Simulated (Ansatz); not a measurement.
Crystal: Ru.

```
CELL_PARAMETERS angstrom
2.70580 0.00000 0.00000
-1.35290 2.34329 0.00000
0.00000 0.00000 4.28190
ATOMIC_POSITIONS crystal
Ru 0.66667 0.33333 0.75000
Ru 0.33333 0.66667 0.25000
```

Base run:

- Program: Ansatz 0.2.0
- Functional: RPBE
- Potentials or basis: Ansatz PAW
- Cutoff: 420 eV (not typed: the program's choice for these potentials)
- k mesh: 11 × 11 × 6
- Occupations: fermi-dirac, width 0.05 eV
- Spin: no spin polarisation

Its results: band gap on the k mesh none (metal or under the smearing width); pressure 9.0 GPa.

**Question.** After a change of settings the same cell gave: band gap on the k mesh none (metal or under the smearing width); pressure -2.0 GPa. Which change was it?
A. functional from RPBE to PBE; occupations from fermi-dirac, width 0.05 eV to gaussian, width 0.027 eV
B. functional from RPBE to revPBE
C. functional from RPBE to LDA
D. functional from RPBE to r2SCAN; cutoff from 420 eV (not typed: the program's choice for these potentials) to 500 eV (not typed: the program's choice for these potentials)

**Answer.** D.

Caveats: the PAW data sets come from PBE, with cores solved anew for the run's functional, which leaves a small shift of forces and pressure.
